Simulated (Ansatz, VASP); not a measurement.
One calculation of BN, two programs

The input INCAR:

```
ALGO     = Normal         # electronic algorithm
EDIFF    = 1E-8           # SCF threshold, eV
ENCUT    = 520            # plane-wave cutoff, eV
GGA      = PS             # functional
IBRION   = 8              # ionic algorithm
ISIF     = 2              # what is computed and relaxed
ISMEAR   = -1             # smearing method
LASPH    = True           # aspherical terms in the spheres
LCHARG   = False          # write CHGCAR
LEPSILON = True           # dielectric tensor by DFPT
LREAL    = False          # projectors in reciprocal space
LWAVE    = False          # write WAVECAR
NELM     = 80             # most SCF steps
PREC     = Accurate       # precision mode
SIGMA    = 0.05           # smearing width, eV
```

Contents of KPOINTS:

```
k-points
0
Gamma
  12 12 12
```

Contents of POSCAR:

```
BN
1.0
    1.2511217832      0.7223354983      3.3729344033
   -1.2511217832      0.7223354983      3.3729344033
    0.0000000000     -1.4446709966      3.3729344033
N B
1 1
Direct
    0.6672382000      0.6672382000      0.6672382000
    0.0003288000      0.0003288000      0.0003288000
```

File input.yaml:

```yaml
crystal:
  lattice:
    - [1.2511217832, 0.7223354983, 3.3729344033]
    - [-1.2511217832, 0.7223354983, 3.3729344033]
    - [0.0, -1.4446709966, 3.3729344033]
  atoms:
    - { symbol: "N", position: [0.6672382, 0.6672382, 0.6672382] }
    - { symbol: B, position: [0.0003288, 0.0003288, 0.0003288] }
hamiltonian:
  xc: pbesol
  pseudopotentials: { kind: paw }
kpoints:
  mp_grid: { grid: [12, 12, 12] }
scf:
  occupations: { method: fixed }
output:
  eigenvalues: true
dielectric:
  method: response
```

The cell is a database's computed one.

Alike in both runs: task Born charges and dielectric tensor; functional PBEsol; k mesh 12 × 12 × 12; no spin polarisation.

```csv
,VASP,Ansatz
version,VASP 6.6.1,Ansatz 0.2.0
potentials or method,"VASP PAW PBE potentials, release 64 (N, B)",Ansatz PAW
plane-wave cutoff (eV),520,420
occupations,"fermi-dirac, width 0.05 eV",fixed
valence electrons in the cell,8,8
```

VASP gave:

```
gap on the k mesh at the Fermi level (eV)          : 4.18
least direct gap on the mesh (eV)                  : 4.63
mean electronic dielectric constant                : 4.07
mean Born charge of the atom that differs most (e) : -2.03
```

Problem. Estimate Ansatz's values.

Solution. gap on the k mesh at the Fermi level (eV): 4.19; least direct gap on the mesh (eV): 4.64; mean electronic dielectric constant: 4.06; mean Born charge of the atom that differs most (e): -2.03.

 A k mesh can miss the band edges.
